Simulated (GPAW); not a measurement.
# Sn (Im-3m) in GPAW: settings compared

The runs below take Sn through single point, with LDA, PBE.

Program: GPAW 26.7.0. These are calculated values, not measurements. Logs are shortened: lines on timing, memory, paths and dates and some standing lists are left out, and cuts for length are marked. The log counts tension as positive stress, the text compression.

**1. Starting point**

Symmetry: Im-3m, No. 229, cubic system. The conventional cell has a = 3.789 Å, b = 3.789 Å, c = 3.789 Å, α = 90.00°, β = 90.00°, γ = 90.00°. Sn (site symmetry m-3m) has 8 Sn at 3.28 Å as nearest neighbours.

This isn't the form of Sn at room conditions, which is tetragonal (white tin).

**2. Single point, LDA**

Contents of run.py:

```python
from ase import Atoms
from ase.dft.bandgap import bandgap
from ase.io import write
from ase.units import GPa
from gpaw import GPAW, PW

atoms = Atoms(['Sn'],
              cell=[[-1.8946518192, 1.8946518192, 1.8946518192],
                    [1.8946518192, -1.8946518192, 1.8946518192],
                    [1.8946518192, 1.8946518192, -1.8946518192]],
              scaled_positions=[[0.0, 0.0, 0.0]],
              pbc=True)

calc = GPAW(mode=PW(500),
            xc='LDA',
            kpts={'size': (8, 8, 8), 'gamma': True},
            occupations={'name': 'fermi-dirac', 'width': 0.05},
            nbands=14,
            maxiter=120,
            txt='gpaw.txt')
atoms.calc = calc
energy = atoms.get_potential_energy()
forces = atoms.get_forces()
stress = atoms.get_stress()
calc.write('gs.gpw')
write('result.traj', atoms)
print(f'Energy: {energy:.6f} eV')
print('Forces (eV/A):')
print(forces.round(4))
print('Stress (GPa):', (stress / GPa).round(3))
print('Fermi level:', round(calc.get_fermi_level(), 4), 'eV')
print(f'Gap: {bandgap(calc)[0]:.4f} eV, direct: {bandgap(calc, direct=True)[0]:.4f} eV')
```

Potentials or basis: the program's PAW data sets (release 1.2.1) made for this functional, pw.

Launch:

```bash
$ OMP_NUM_THREADS=1 python run.py
```

gpaw.txt:

```text
__  _  _
 | _ |_)|_||  |
 |__||  | ||/\| - 26.7.0

Input parameters:
  mode=PW(ecut=500.0),
  kpts=MonkhorstPack(size=(8, 8, 8), gamma=True),
  maxiter=120,
  nbands=14,
  occupations=Occupations(name='fermi-dirac', width=0.05),
  xc=XC(name='LDA')

Diagonalizing LCAO Hamiltonian
Converting LCAO to pw mode

       Sn

Atoms  # Å, Bohr magnetons
|   | symbol |        x |        y |        z |    initial magnetic moments |
|---|--------|----------|----------|----------|-----------------------------|
| 0 |     Sn | 0.000000 | 0.000000 | 0.000000 | ( 0.0000,  0.0000,  0.0000) |

Unit cell  # Å
| periodic |         x |         y |         z |  lengths |     angles |
|----------|-----------|-----------|-----------|----------|------------|
|      yes | -1.894652 |  1.894652 |  1.894652 | 3.281633 | 109.471221 |
|      yes |  1.894652 | -1.894652 |  1.894652 | 3.281633 | 109.471221 |
|      yes |  1.894652 |  1.894652 | -1.894652 | 3.281633 | 109.471221 |

Number of symmetries: 48
Symmetry operations  # r_c * U_cc + t_c -> r_c
|    | kind |            matrix            |
|----|------|------------------------------|
|  0 |  σ   |  1, 1, 1,  0, 0,-1,  0,-1, 0 |
|  1 |  C4  |  1, 1, 1,  0, 0,-1, -1, 0, 0 |
|  2 |  C2  |  1, 1, 1,  0,-1, 0,  0, 0,-1 |
|  3 |  S6  |  1, 1, 1,  0,-1, 0, -1, 0, 0 |
|  4 |  S6  |  1, 1, 1, -1, 0, 0,  0, 0,-1 |
|  5 |  C4  |  1, 1, 1, -1, 0, 0,  0,-1, 0 |
|  6 |  E   |  1, 0, 0,  0, 1, 0,  0, 0, 1 |
|  7 |  σ   |  1, 0, 0,  0, 1, 0, -1,-1,-1 |
|  8 |  σ   |  1, 0, 0,  0, 0, 1,  0, 1, 0 |
|  9 |  C3  |  1, 0, 0,  0, 0, 1, -1,-1,-1 |
| 10 |  C3  |  1, 0, 0, -1,-1,-1,  0, 1, 0 |
| 11 |  σ   |  1, 0, 0, -1,-1,-1,  0, 0, 1 |
| 12 |  σ   |  0, 1, 0,  1, 0, 0,  0, 0, 1 |
| 13 |  C2  |  0, 1, 0,  1, 0, 0, -1,-1,-1 |
| 14 |  C3  |  0, 1, 0,  0, 0, 1,  1, 0, 0 |
| 15 |  S4  |  0, 1, 0,  0, 0, 1, -1,-1,-1 |
| 16 |  S4  |  0, 1, 0, -1,-1,-1,  1, 0, 0 |
| 17 |  C3  |  0, 1, 0, -1,-1,-1,  0, 0, 1 |
| 18 |  C3  |  0, 0, 1,  1, 0, 0,  0, 1, 0 |
| 19 |  S4  |  0, 0, 1,  1, 0, 0, -1,-1,-1 |
| 20 |  σ   |  0, 0, 1,  0, 1, 0,  1, 0, 0 |
| 21 |  C3  |  0, 0, 1,  0, 1, 0, -1,-1,-1 |
| 22 |  C2  |  0, 0, 1, -1,-1,-1,  1, 0, 0 |
| 23 |  S4  |  0, 0, 1, -1,-1,-1,  0, 1, 0 |
| 24 |  C4  |  0, 0,-1,  1, 1, 1,  0,-1, 0 |
| 25 |  σ   |  0, 0,-1,  1, 1, 1, -1, 0, 0 |
| 26 |  S6  |  0, 0,-1,  0,-1, 0,  1, 1, 1 |
| 27 |  C2  |  0, 0,-1,  0,-1, 0, -1, 0, 0 |
| 28 |  C4  |  0, 0,-1, -1, 0, 0,  1, 1, 1 |
| 29 |  S6  |  0, 0,-1, -1, 0, 0,  0,-1, 0 |
| 30 |  S6  |  0,-1, 0,  1, 1, 1,  0, 0,-1 |
| 31 |  C4  |  0,-1, 0,  1, 1, 1, -1, 0, 0 |
| 32 |  C4  |  0,-1, 0,  0, 0,-1,  1, 1, 1 |
| 33 |  S6  |  0,-1, 0,  0, 0,-1, -1, 0, 0 |
| 34 |  σ   |  0,-1, 0, -1, 0, 0,  1, 1, 1 |
| 35 |  C2  |  0,-1, 0, -1, 0, 0,  0, 0,-1 |
| 36 |  C2  | -1, 0, 0,  1, 1, 1,  0, 0,-1 |
| 37 |  S6  | -1, 0, 0,  1, 1, 1,  0,-1, 0 |
| 38 |  S6  | -1, 0, 0,  0, 0,-1,  1, 1, 1 |
| 39 |  C2  | -1, 0, 0,  0, 0,-1,  0,-1, 0 |
| 40 |  C2  | -1, 0, 0,  0,-1, 0,  1, 1, 1 |
| 41 |  i   | -1, 0, 0,  0,-1, 0,  0, 0,-1 |
| 42 |  S4  | -1,-1,-1,  1, 0, 0,  0, 1, 0 |
| 43 |  C3  | -1,-1,-1,  1, 0, 0,  0, 0, 1 |
| 44 |  C3  | -1,-1,-1,  0, 1, 0,  1, 0, 0 |
| 45 |  σ   | -1,-1,-1,  0, 1, 0,  0, 0, 1 |
| 46 |  S4  | -1,-1,-1,  0, 0, 1,  1, 0, 0 |
| 47 |  C2  | -1,-1,-1,  0, 0, 1,  0, 1, 0 |

BZ-sampling:
  Number of BZ points: 512
  Number of IBZ points: 29

  Monkhorst-Pack size: [8, 8, 8]
  Monkhorst-Pack shift: [0.0625, 0.0625, 0.0625]

K-points  # in reciprocal-cell coordinates
|     |                                coordinates |     weight |
|-----|--------------------------------------------|------------|
|   0 | (  0.00000000,   0.00000000,   0.00000000) | 0.00195312 |
|   1 | (  0.12500000,   0.00000000,   0.00000000) | 0.02343750 |
|   2 | (  0.12500000,   0.12500000,  -0.12500000) | 0.01171875 |
|   3 | (  0.25000000,   0.00000000,  -0.12500000) | 0.04687500 |
|   4 | (  0.25000000,   0.00000000,   0.00000000) | 0.02343750 |
|   5 | (  0.25000000,   0.12500000,  -0.12500000) | 0.04687500 |
|   6 | (  0.25000000,   0.25000000,  -0.25000000) | 0.01171875 |
|   7 | (  0.25000000,   0.25000000,   0.25000000) | 0.00390625 |
|   8 | (  0.37500000,  -0.12500000,  -0.12500000) | 0.01562500 |
|   9 | (  0.37500000,   0.00000000,  -0.12500000) | 0.09375000 |
| ... |                                            |            |
|  28 | (  0.50000000,   0.50000000,   0.50000000) | 0.00195312 |

Plane wave coefficients: 703
Cutoff: 500.0 eV

Spin-components: 1 (collinear spins)
Bands:           14
Projectors:      6
Spin-degeneracy: 2
Datatype:        complex128

Parallelization:
  kpt:    1
  domain: 1
  band:   1

Density:
  Valence electrons: 14.0
  Components: 1
  Grid points: [18 18 18]
  Charge: 0.0  # |e|

Potential:
  Grid points: [18 18 18]

species:
  Sn:
    name:    Tin
    Z:       50.0
    valence: 14
    core:    36
    charge:  0.0  # [|e|]
    compensation charges:
      type: gauss
      rc: 0.38  # [Å]
      lmax: 2
    cutoffs:
      filter: 2.23  # [Å]
      core: 2.35  # [Å]
    projectors
    | kind |    occ | energy [eV] | rcut [Å] |
    |------|--------|-------------|----------|
    |   5s |  2.000 |     -10.799 |    1.201 |
    |   5p |  2.000 |      -3.869 |    1.270 |
    |   4d | 10.000 |     -25.910 |    1.185 |
    |    s |        |      16.413 |    1.201 |
    |    p |        |      23.342 |    1.270 |
    |    d |        |       1.302 |    1.185 |

    Using partial waves for Sn as LCAO basis

Reference energy: -167865.586811  # eV

eigensolver:
  PPCG
  Converge bands: occupied
  niter=2

density mixing:
  MSR1-Mixer
  Pratt-step length: 0.05
  Maximum mixing coefficient: 0.75
  Old densities: 10
  SVD Regularization: 0.005
  Good broyden scale: 1.0
  Trust region scale: 1.0
  Backstep threshold: 4.0
  History deletion threshold: 6.0
  Fourier metric: weight=20.0, sigma=0.015

occupation numbers:
  Fermi-Dirac:
    width: 0.0500  # eV

poisson solver:
  ecut: 4000.0  # eV

xc functional:
  name: None

convergence criteria:
- Maximum [total energy] change in last 3 cyles: 0.0005 eV / valence electron
- Maximum integral of absolute [dens]ity change: 0.0001 electrons / valence electron
- Maximum integral of absolute [eigenst]ate change: 4e-08 eV^2 / valence electron
maximum number of iterations: 120

SCF iterations
|iter     | |      energy | eigst |  dens |
|---------|-|-------------|-------|-------|
|iter:   1| |   -4.642458 | -0.21 |       |
|iter:   2| |   -4.640980 | -2.79 | -1.79 |
|iter:   3| |   -4.627200 | -3.03 | -1.82 |
|iter:   4| |   -4.626980 | -4.08 | -2.39 |
|iter:   5| |   -4.627009c| -5.38 | -2.99 |
|iter:   6| |   -4.627010c| -6.68 | -3.93 |
|iter:   7| |   -4.627010c| -7.68c| -4.53c|

Converged in 7 steps
Energy contributions relative to reference atoms: (reference = -167865.586811)

Energy contributions:
  Kinetic:           2.516565
  Coulomb:          -2.607191
  Zero:              0.011838
  External:          0.000000
  Xc:               -4.543769
  Entropy:          -0.008904
  Spinorbit:         0.000000
  ----------------------------
  Free energy:      -4.631462
  Extrapolated:     -4.627010

dipole moment: (-6.466905, -6.466905, -6.466905)  # |e|*Ang

Fermi level: 6.786
Eigenvalues  # (at kpt = [0.000, 0.000, 0.000])
| band index |      eig [eV] | occ [0-2] |
|------------|---------------|-----------|
|          0 |       -14.519 |     2.000 |
|          1 |       -14.519 |     2.000 |
|          2 |       -14.519 |     2.000 |
|          3 |       -14.379 |     2.000 |
|          4 |       -14.379 |     2.000 |
|          5 |        -4.211 |     2.000 |
|          6 |        14.684 |     0.000 |
|          7 |        14.684 |     0.000 |
|          8 |        14.684 |     0.000 |
|          9 |        19.216 |     0.000 |
|         10 |        19.216 |     0.000 |
|         11 |        19.658 |     0.000 |
|         12 |        19.662 |     0.000 |
|         13 |        19.662 |     0.000 |

No gap
No difference between direct/indirect transitions

Forces  # eV/Ang
|        x |        y |        z |
|----------|----------|----------|
| -0.00000 | -0.00000 | -0.00000 |  # Sn   0

Stress tensor  # eV/Ang^3
|         x |         y |         z |
|-----------|-----------|-----------|
|  0.022819 |  0.000000 | -0.000000 |
|  0.000000 |  0.022819 | -0.000000 |
| -0.000000 | -0.000000 |  0.022819 |

# Writing to gs.gpw (mode='')
```

Wall time 5.6 s (1 thread of Arm Neoverse V2, shared host); peak memory 0.13 GiB.

What came out:

| Quantity | Value |
| --- | --- |
| Free energy | -4.6315 eV |
| Pressure | -3.7 GPa |
| Band gap on the k mesh | none (metal or under the smearing width) |

Levels at points of the mesh, in eV from the Fermi level:
```
           k point  band 4  band 5  band 6  band 7  band 8  band 9  band 10
(0.00, 0.00, 0.00)  -21.16  -21.16  -11.00    7.90    7.90    7.90    12.43
(0.50, 0.50, 0.00)  -21.17  -21.08   -6.39   -4.29    3.62    5.49     8.11
(0.50, 0.50, 0.50)  -21.10  -21.10   -2.54   -0.40   -0.40   -0.40     4.07
```

Caveat: the cutoff is short for stress and forces, so pressures can be off by a GPa or more.

**3. Single point, PBE**

Contents of run.py:

```python
from ase.io import read
from gpaw import PW
from gpaw.dft import DFT

atoms = read('Sn.xyz')

dft = DFT(atoms,
          mode=PW(600),
          xc='PBE',
          kpts={'size': (10, 10, 10), 'gamma': True},
          occupations={'name': 'fermi-dirac', 'width': 0.05},
          nbands=14,
          convergence={'density': 1e-05, 'energy': 1e-05},
          maxiter=150,
          txt='gpaw.txt')
print(f'Energy: {dft.calculate_energy():.6f} eV')
print('Forces (eV/A):')
print(dft.calculate_forces().round(4))
print('Stress (eV/A^3):', dft.calculate_stress().round(6))
dft.write_gpw_file('gs.gpw')
```

Contents of Sn.xyz:

```xyz
1
Lattice="-1.8946518192 1.8946518192 1.8946518192 1.8946518192 -1.8946518192 1.8946518192 1.8946518192 1.8946518192 -1.8946518192" Properties=species:S:1:pos:R:3 pbc="T T T"
Sn     0.0000000000      0.0000000000      0.0000000000
```

Potentials or basis: GPAW PAW data sets (gpaw-data 1.2.1), pw.

Launch:

```bash
$ OMP_NUM_THREADS=1 python run.py
```

Run time: 7.6 s. Hardware: 1 thread of Intel Xeon at 2.80GHz (Skylake/Cascade Lake), shared host; peak memory 0.14 GiB.

It converged, with:

| Quantity | Value |
| --- | --- |
| Free energy | -3.9701 eV |
| Pressure | 0.4 GPa |
| Band gap on the k mesh | none (metal or under the smearing width) |

Levels at points of the mesh, in eV from the Fermi level:
| k point | band 4 | band 5 | band 6 | band 7 | band 8 | band 9 | band 10 |
| --- | --- | --- | --- | --- | --- | --- | --- |
| (0.00, 0.00, 0.00) | -21.39 | -21.39 | -11.03 | 7.98 | 7.98 | 7.98 | 12.25 |
| (0.50, 0.50, 0.00) | -21.39 | -21.30 | -6.36 | -4.39 | 3.62 | 5.47 | 7.98 |
| (0.50, 0.50, 0.50) | -21.32 | -21.32 | -2.42 | -0.45 | -0.45 | -0.45 | 3.87 |
